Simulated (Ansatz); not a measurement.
**InN under a change: uniaxial strain ε_xx = +2.19 %**

Start from InN in the wurtzite structure (space group P6_3mc, No. 186; a = 3.5805 Å, c = 5.7878 Å). Axes: x lies along a and z along c of the hexagonal cell.

It is then changed as follows: uniaxial strain ε_xx = +2.19 %, all other strain components held at zero, atoms relaxed at fixed cell.

The values are results of plane-wave PAW DFT at the PBE level (Ansatz, a quantum-chemistry and plane-wave program, 420 eV), no SOC, not measurements. Settings: 11×11×6 k-points, 0.05 eV Fermi–Dirac smearing.

The volume per atom rises by 0.352 Å³ (16.06 Å³ → 16.42 Å³) and the space group goes from P6_3mc (No. 186) to Cmc2_1 (No. 36). The shortest interatomic distance increases by 0.014 Å to 2.197 Å and the energy rises by 4.7 meV/atom. The pressure (mean of the normal stresses, compression positive) goes from zero to -2.5 GPa and the band gap is still zero. The largest internal atomic displacement comes out as 0.015 Å and the stress (xx, yy, zz, yz, xz, xy; compression positive) is (-4.2, -1.9, -1.6, 0.0, 0.0, 0.0) GPa (rough).

Final structure:

```yaml
crystal:
  lattice:
    - [3.65894, 0.00000, 0.00000]
    - [-1.82947, 3.10083, 0.00000]
    - [0.00000, 0.00000, 5.78779]
  atoms:
    - { symbol: In, position: [0.66750, 0.33500, 0.50304] }
    - { symbol: In, position: [0.33250, 0.66500, 0.00304] }
    - { symbol: N, position: [0.66885, 0.33769, 0.12216] }
    - { symbol: N, position: [0.33115, 0.66231, 0.62216] }
```

Cost of the whole job for the changed cell (relaxation, final SCF and bands): very roughly 110 core-seconds.

Without a gap, meshes like the base's 11×11×6 leave anisotropic stresses uncertain by several tenths of a GPa, and small strain energies with them. Stability against distortions was not tested. The final runs are not spin-polarised. Gaps under 0.05 eV, about the width of the smearing, are given as zero. The zero or small gap of InN can change with the level of theory.
